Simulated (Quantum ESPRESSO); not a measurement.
Runs of Quantum ESPRESSO 7.5 on As. The structure is trigonal, space group R-3m (No. 166). The conventional cell has a = 3.762 Å, b = 3.762 Å, c = 10.542 Å, α = 90.00°, β = 90.00°, γ = 120.00°. Around As (site symmetry 3m) lie 3 As at 2.51 Å. 

```tsv
level	k mesh	form of the LDA correlation	SCF threshold	symmetry	gap on the mesh (eV)	pressure (GPa)	largest force (eV/Å)
LDA	9 × 9 × 9	PZ81	4e-10 Ry	-	none	2.3	0.64
vdW-DF-cx	9 × 9 × 9	-	4e-10 Ry	-	none	3.1	0.60
r2SCAN	7 × 7 × 7	-	1e-08 Ry	off	none	3.6	(a)
TASK	7 × 7 × 7	-	1e-08 Ry	off	-	6.8	0.11
SCAN	7 × 7 × 7	-	1e-08 Ry	off	none	3.8	(b)
revPBE	9 × 9 × 9	-	4e-10 Ry	-	none	4.6	0.45
PBE	9 × 9 × 9	-	4e-10 Ry	-	none	4.0	(c)
AM05	9 × 9 × 9	-	4e-10 Ry	-	none	2.3	0.59
```

Alike in all rows: task band structure; potentials or basis SG15 PBE 1.2; no spin polarisation; cell as given; cutoff (eV) 952; smearing fermi-dirac 0.05 eV.

Problem. Fill in the values left out.

Solution. (a) 0.33; (b) 0.38; (c) 0.49.

Caveats: the potentials were made for another functional, which shifts forces and pressure (some runs).

A k mesh can miss the band edges, and the runs leave out spin-orbit coupling on As.

A gap of «none» marks a metal or a gap under the smearing width.
